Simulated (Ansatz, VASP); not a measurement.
One calculation of Hf3H8, two programs

```
Hf H
1.0
     4.07130    0.00000    0.00000
     0.00000    4.07130    0.00000
     0.00000    0.00000    4.07130
Hf H
3 8
Direct
  0.50000 0.00000 0.00000
  0.00000 0.50000 0.00000
  0.00000 0.00000 0.50000
  0.58261 0.58261 0.58261
  0.41739 0.41739 0.58261
  0.41739 0.58261 0.41739
  0.58261 0.41739 0.41739
  0.58261 0.58261 0.41739
  0.41739 0.41739 0.41739
  0.58261 0.41739 0.58261
  0.41739 0.58261 0.58261
```

Alike in both runs: task single point; functional PBE; k mesh 4 × 4 × 4; occupations gaussian, width 0.1 eV; no spin polarisation.

|  | VASP | Ansatz |
| --- | --- | --- |
| version | VASP 6.6.1 | Ansatz 0.2.0 |
| potentials or method | VASP PAW PBE potentials, release 64 (Hf_pv, H) | scalar-relativistic, plane waves, PAW |
| plane-wave cutoff (eV) | 520 | 420 |
| valence electrons in the cell | 38 | 86 |

```csv
,VASP,Ansatz,Ansatz less VASP
gap on the k mesh at the Fermi level (eV),none,none,-
rms of the force components (eV/Å),11.732,11.591,-0.1414
```

Atom by atom the forces differ by 0.141 eV/Å (rms over components). A gap of «none» marks a metal or a gap that the smearing closes. With one functional, cell and mesh, what is left measures potentials, basis and numerics. The two sets of potentials don't hold the same shells in valence.

Caveats: the k mesh is coarse (spacing up to 0.39 Å⁻¹), so the values aren't converged; forces of over 1 eV/Å show positions far from the minimum, so gaps and moduli don't describe the material at rest. Spin-orbit coupling is left out, which matters for the levels of Hf.
